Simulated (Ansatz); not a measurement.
# AlN: opening a crack plane

AlN, Fm-3m, a = 4.045 Å. This isn't the usual stable structure of the compound. Ansatz: PBEsol, PAW, 420 eV, Γ-centred 8×8×2 mesh on 12 atoms, Gaussian smearing 0.05 eV; no spin polarisation. One cut on (001) per cell of 12 atoms is opened rigidly by x, between planes of Al+N and Al+N that stand 2.02 Å apart; y is the energy per area (8.182 Å², 1 eV/Å² = 16.02 J/m²).

```tsv
x (Å)	y (J/m²)
0.00	0.000
0.25	0.453
0.50	?
0.75	1.806
1.00	2.270
1.50	2.813
2.00	3.057
3.00	3.204
4.50	3.227
6.00	3.228
```

Fit the universal binding curve y = W[1 − (1 + x/l) e^(−x/l)] to the other rows, give the peak stress, and predict the missing value.

Least squares gives W = 3.21 J/m² and l = 0.402 Å. The stress dy/dx peaks at x = l with W/(e l) = 29.4 GPa, for rigid faces. At x = 0.50: x/l = 1.244, y = 1.134 J/m². The run gave 1.180 J/m², so the fit is 0.046 J/m² too low, a small miss on the scale of the series.

Cost: 12 runs of about 1.6 core-minutes in all, on Arm Neoverse V2 (shared hosts).